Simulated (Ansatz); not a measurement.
FeO (Wuestite):

```
Fe O
1.0
     1.51882    0.87689    2.51958
    -1.51882    0.87689    2.51958
     0.00000   -1.75378    2.51958
Fe O
1 1
Direct
  0.00000 0.00000 0.00000
  0.50000 0.50000 0.50000
```

Program: Ansatz 0.2.0. Alike in all runs: potentials or basis Ansatz PAW; spin collinear, ferromagnetic start; cell as given; k mesh 11 × 11 × 11. Hardware: 1 thread of Arm Neoverse V2, on a shared host.

Question: Order these runs on this cell by their wall time, lowest first.
A. task density of states; level PBE+D3(BJ)+U; U Fe d U = 3 eV; cutoff (eV) 420; smearing tetrahedron; hubbard projectors ortho-atomic; double counting fll (the default)
B. task single point; level PBE; cutoff (eV) 420; smearing fermi-dirac 0.05 eV
C. task density of states; level r2SCAN+rVV10; cutoff (eV) 500; smearing gaussian 0.15 eV

Answer: B (7.7 s), A (82 s), C (230 s).

Caveats: a cell with one magnetic atom can't hold antiferromagnetic order, which such compounds often take; the magnetic or orbital state may not be the lowest (some runs); semilocal functionals often make such compounds metallic where correlation or magnetic order opens a gap, which also shifts bond lengths (some runs); odd divisions of the mesh miss points on the zone boundary, where band edges often lie, so the gap on the mesh can be too wide (some runs); with tetrahedron occupations forces and stress needn't match the slope of the energy (some runs).
